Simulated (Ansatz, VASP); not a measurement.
## TePb: VASP beside Ansatz

Contents of INCAR:

```
ALGO = Fast ; EDIFF = 1E-7
EDIFFG = -0.005 ; ENCUT = 600
GGA = CA ; IBRION = 2
ISIF = 3 ; ISMEAR = 0
LASPH = True ; LCHARG = False
LREAL = False ; LWAVE = False
NELM = 80 ; NSW = 100
PREC = Accurate ; SIGMA = 0.02
```

File KPOINTS:

```
k-points
0
Gamma
  8 8 8
```

The input POSCAR:

```
TePb
1.0
    0.0000000000      3.2310000000      3.2310000000
    3.2310000000      0.0000000000      3.2310000000
    3.2310000000      3.2310000000      0.0000000000
Te Pb
1 1
Direct
    0.5000000000      0.5000000000      0.5000000000
    0.0000000000      0.0000000000      0.0000000000
```

Input for Ansatz:

```yaml
crystal:
  lattice:
    - [0.0, 3.231, 3.231]
    - [3.231, 0.0, 3.231]
    - [3.231, 3.231, 0.0]
  atoms:
    - { symbol: Te, position: [0.5, 0.5, 0.5] }
    - { symbol: Pb, position: [0.0, 0.0, 0.0] }
basis:
  ecutwfc: 420
kpoints:
  mp_grid: { grid: [8, 8, 8] }
hamiltonian:
  xc: lda
scf:
  occupations: { method: gaussian, width: 0.02 }
output:
  forces: true
  stress: true
  eigenvalues: true
relax:
  adjacent_minimum: "off"
  f_tol: 0.005
  max_steps: 80
  cell: { stress_tol: 0.05 }
```

Alike in both runs: task relaxation of cell and atoms; functional LDA; k mesh 8 × 8 × 8; occupations gaussian, width 0.02 eV; no spin polarisation.

|  | VASP | Ansatz |
| --- | --- | --- |
| version | VASP 6.6.1 | Ansatz 0.2.0 |
| potentials or method | VASP PAW LDA potentials, release 64 (Te, Pb_d) | scalar-relativistic, plane waves, PAW |
| plane-wave cutoff (eV) | 600 | 420 |
| valence electrons in the cell | 20 | 30 |

```tsv
	VASP	Ansatz	Ansatz less VASP
gap on the k mesh at the Fermi level, each at its own relaxed structure (eV)	0.56	0.57	+0.012
relaxed volume (Å³/atom)	32.55	32.50	-0.049
relaxed cell length with the largest relative difference (Å)	4.515	4.513	-0.0023
energy change over the relaxation (meV/atom)	-6	-7	-0.8
```

The two sets of potentials don't hold the same shells in valence.

Caveats: spin-orbit coupling is left out, which as a rule narrows the gap of such compounds by several tenths of an eV. A k mesh can miss the band edges. LDA usually gives volumes a few per cent too small.
